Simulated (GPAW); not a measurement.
# B (Pmmn) in GPAW: single point with PBE

Aim: the single point of B with PBE.

All numbers are computed with GPAW 26.7.0; they aren't measurements. Logs are shortened: lines on timing, memory, paths and dates and some standing lists are left out, and cuts for length are marked. The log counts tension as positive stress, the text compression.

### 1 The crystal as given

It takes space group Pmmn (No. 59, orthorhombic). The conventional cell has a = 1.625 Å, b = 2.866 Å, c = 3.914 Å, α = 90.00°, β = 90.00°, γ = 90.00°. B (site symmetry mm2) has 6 B at 1.62 to 1.86 Å as nearest neighbours.

The cell was built by a generator and needn't be a form met in nature.

### 2 Single point, PBE

The input, B.cif:

```cif
data_B
_cell_length_a 1.62456000
_cell_length_b 2.86615000
_cell_length_c 3.91440000
_cell_angle_alpha 90.00000000
_cell_angle_beta 90.00000000
_cell_angle_gamma 90.00000000
_space_group_name_H-M_alt 'P1'
_space_group_name_Hall 'P 1'
_space_group_IT_number 1
loop_
_space_group_symop_operation_xyz
'x,y,z'
loop_
_atom_site_label
_atom_site_type_symbol
_atom_site_symmetry_multiplicity
_atom_site_Wyckoff_symbol
_atom_site_fract_x
_atom_site_fract_y
_atom_site_fract_z
_atom_site_occupancy
B1 B 1 a 0.0000000000 0.5000000000 0.6092600000 1
B2 B 1 a 0.5000000000 0.0000000000 0.3907400000 1
```

Potentials or basis: GPAW PAW data sets (gpaw-data 1.2.1), pw.

The run is started by

```console
OMP_NUM_THREADS=1 gpaw run B.cif -p 'mode=PW(800),xc=PBE,kpts={size:(16,9,7),gamma:True},occupations={name:fermi-dirac,width:0.05},nbands=10,convergence={density:1e-05,energy:1e-05},maxiter=150,txt=gpaw.txt' --properties efs -w gs.gpw
```

The program printed:

```text
__  _  _
 | _ |_)|_||  |
 |__||  | ||/\| - 26.7.0

Input parameters:
  mode=PW(ecut=800.0),
  convergence={'density': 1e-05, 'energy': 1e-05},
  kpts=MonkhorstPack(size=[16, 9, 7], gamma=True),
  maxiter=150,
  nbands=10,
  occupations=Occupations(name='fermi-dirac', width=0.05),
  xc=XC(name='PBE')

Diagonalizing LCAO Hamiltonian
Converting LCAO to pw mode
   .---.
  /|   |
 * |   |
 |B|   |
 | |   |
 | B---.
 |/   /
 *---*

Atoms  # Å, Bohr magnetons
|   | symbol |        x |        y |        z |    initial magnetic moments |
|---|--------|----------|----------|----------|-----------------------------|
| 0 |      B | 0.000000 | 1.433075 | 2.384887 | ( 0.0000,  0.0000,  0.0000) |
| 1 |      B | 0.812280 | 0.000000 | 1.529513 | ( 0.0000,  0.0000,  0.0000) |

Unit cell  # Å
| periodic |        x |        y |        z |  lengths |    angles |
|----------|----------|----------|----------|----------|-----------|
|      yes | 1.624560 | 0.000000 | 0.000000 | 1.624560 | 90.000000 |
|      yes | 0.000000 | 2.866150 | 0.000000 | 2.866150 | 90.000000 |
|      yes | 0.000000 | 0.000000 | 3.914400 | 3.914400 | 90.000000 |

Number of symmetries: 4
Symmetry operations  # r_c * U_cc + t_c -> r_c
|   | kind |            matrix            |
|---|------|------------------------------|
| 0 |  E   |  1, 0, 0,  0, 1, 0,  0, 0, 1 |
| 1 |  σ   |  1, 0, 0,  0,-1, 0,  0, 0, 1 |
| 2 |  σ   | -1, 0, 0,  0, 1, 0,  0, 0, 1 |
| 3 |  C2  | -1, 0, 0,  0,-1, 0,  0, 0, 1 |

BZ-sampling:
  Number of BZ points: 1008
  Number of IBZ points: 180

  Monkhorst-Pack size: [16, 9, 7]
  Monkhorst-Pack shift: [0.03125, 0.0, 0.0]

K-points  # in reciprocal-cell coordinates
|     |                                coordinates |     weight |
|-----|--------------------------------------------|------------|
|   0 | (  0.00000000,   0.00000000,   0.00000000) | 0.00099206 |
|   1 | (  0.00000000,   0.00000000,   0.14285714) | 0.00198413 |
|   2 | (  0.00000000,   0.00000000,   0.28571429) | 0.00198413 |
|   3 | (  0.00000000,   0.00000000,   0.42857143) | 0.00198413 |
|   4 | (  0.00000000,   0.11111111,   0.00000000) | 0.00198413 |
|   5 | (  0.00000000,   0.11111111,   0.14285714) | 0.00396825 |
|   6 | (  0.00000000,   0.11111111,   0.28571429) | 0.00396825 |
|   7 | (  0.00000000,   0.11111111,   0.42857143) | 0.00396825 |
|   8 | (  0.00000000,   0.22222222,   0.00000000) | 0.00198413 |
|   9 | (  0.00000000,   0.22222222,   0.14285714) | 0.00396825 |
| ... |                                            |            |
| 179 | (  0.50000000,   0.44444444,   0.42857143) | 0.00396825 |

Plane wave coefficients: 955
Cutoff: 800.0 eV

Spin-components: 1 (collinear spins)
Bands:           10
Projectors:      10
Spin-degeneracy: 2
Datatype:        complex128

Parallelization:
  kpt:    1
  domain: 1
  band:   1

Density:
  Valence electrons: 6.0
  Components: 1
  Grid points: [12 20 27]
  Charge: 0.0  # |e|

Potential:
  Grid points: [12 20 27]

species:
  B:
    name:    Boron
    Z:       5.0
    valence: 3
    core:    2
    charge:  0.0  # [|e|]
    compensation charges:
      type: gauss
      rc: 0.20  # [Å]
      lmax: 2
    cutoffs:
      filter: 1.14  # [Å]
      core: 1.38  # [Å]
    projectors
    | kind |    occ | energy [eV] | rcut [Å] |
    |------|--------|-------------|----------|
    |   2s |  2.000 |      -9.443 |    0.635 |
    |   2p |  1.000 |      -3.606 |    0.635 |
    |    s |        |      17.768 |    0.635 |
    |    p |        |      23.605 |    0.635 |
    |    d |        |       0.000 |    0.635 |

    Using partial waves for B as LCAO basis

Reference energy: -1338.979134  # eV

eigensolver:
  PPCG
  Converge bands: occupied
  niter=2

density mixing:
  MSR1-Mixer
  Pratt-step length: 0.05
  Maximum mixing coefficient: 0.75
  Old densities: 10
  SVD Regularization: 0.005
  Good broyden scale: 1.0
  Trust region scale: 1.0
  Backstep threshold: 4.0
  History deletion threshold: 6.0
  Fourier metric: weight=20.0, sigma=0.015

occupation numbers:
  Fermi-Dirac:
    width: 0.0500  # eV

poisson solver:
  ecut: 6400.0  # eV

xc functional:
  name: PBE with 2 nearest neighbor stencil

convergence criteria:
- Maximum integral of absolute [dens]ity change: 1e-05 electrons / valence electron
- Maximum [total energy] change in last 3 cyles: 1e-05 eV / valence electron
- Maximum integral of absolute [eigenst]ate change: 4e-08 eV^2 / valence electron
maximum number of iterations: 150

SCF iterations
|iter     | |      energy | eigst |  dens |
|---------|-|-------------|-------|-------|
|iter:   1| |  -12.987533 | +0.53 |       |
|iter:   2| |  -12.915450 | -1.28 | -0.75 |
|iter:   3| |  -12.460489 | -1.52 | -0.78 |
|iter:   4| |  -12.452101 | -2.72 | -1.44 |
|iter:   5| |  -12.452441 | -4.42 | -1.97 |
|iter:   6| |  -12.452436 | -5.75 | -2.77 |
|iter:   7| |  -12.452440c| -6.93 | -3.49 |
|iter:   8| |  -12.452440c| -8.19c| -4.10 |
|iter:   9| |  -12.452440c| -8.35c| -4.93 |
|iter:  10| |  -12.452440c| -9.32c| -5.40c|

Converged in 10 steps
Energy contributions relative to reference atoms: (reference = -1338.979134)

Energy contributions:
  Kinetic:          10.787168
  Coulomb:          -8.598831
  Zero:              0.014976
  External:          0.000000
  Xc:              -14.654191
  Entropy:          -0.003122
  Spinorbit:         0.000000
  ----------------------------
  Free energy:     -12.454001
  Extrapolated:    -12.452440

dipole moment: (-2.496693, -4.404821, -0.000000)  # |e|*Ang

Fermi level: 6.305
Eigenvalues  # (at kpt = [0.000, 0.000, 0.000])
| band index |      eig [eV] | occ [0-2] |
|------------|---------------|-----------|
|          0 |        -9.812 |     2.000 |
|          1 |         0.440 |     2.000 |
|          2 |         0.994 |     2.000 |
|          3 |         3.914 |     2.000 |
|          4 |         9.259 |     0.000 |
|          5 |        14.583 |     0.000 |
|          6 |        17.734 |     0.000 |
|          7 |        22.578 |     0.000 |
|          8 |        24.664 |     0.000 |
|          9 |        28.413 |     0.000 |

No gap
No difference between direct/indirect transitions

Forces  # eV/Ang
|       x |       y |        z |
|---------|---------|----------|
| 0.00000 | 0.00000 |  0.00589 |  # B    0
| 0.00000 | 0.00000 | -0.00588 |  # B    1

Stress tensor  # eV/Ang^3
|        x |         y |        z |
|----------|-----------|----------|
| 0.006782 |  0.000000 | 0.000000 |
| 0.000000 | -0.008693 | 0.000000 |
| 0.000000 |  0.000000 | 0.003859 |

# Writing to gs.gpw (mode='')
```

Wall time 28 s (1 thread of Arm Neoverse V1, shared host); peak memory 0.18 GiB.

Results:

- Free energy: -12.4540 eV
- Pressure: -0.1 GPa
- Largest force: 0.006 eV/Å
- Band gap on the k mesh: none (metal or under the smearing width)

Forces in eV/Å, atoms in the order of the input:
```
B    0.000  0.000  0.006
B    0.000  0.000 -0.006
```

Levels at points of the mesh, in eV from the Fermi level:
```
           k point  band 1  band 2  band 3  band 4  band 5  band 6
(0.00, 0.00, 0.00)  -16.12   -5.86   -5.31   -2.39    2.95    8.28
(0.50, 0.00, 0.00)   -7.01   -7.01    6.53    6.53    7.43    7.43
```

Caveat: this functional lacks dispersion, which binds the layers, so the pressure and a relaxed spacing across them are unreliable.

### 3 The reference run

An earlier run on the cell as given: functional PBE; potentials or basis GPAW PAW data sets (gpaw-data 1.2.1); cutoff 800 eV; basis pw; k mesh 16 × 9 × 7; occupations fermi-dirac, width 0.05 eV; no spin polarisation.

* Pressure: -0.1 GPa
* Largest force: 0.006 eV/Å
* Band gap on the k mesh: none (metal or under the smearing width)
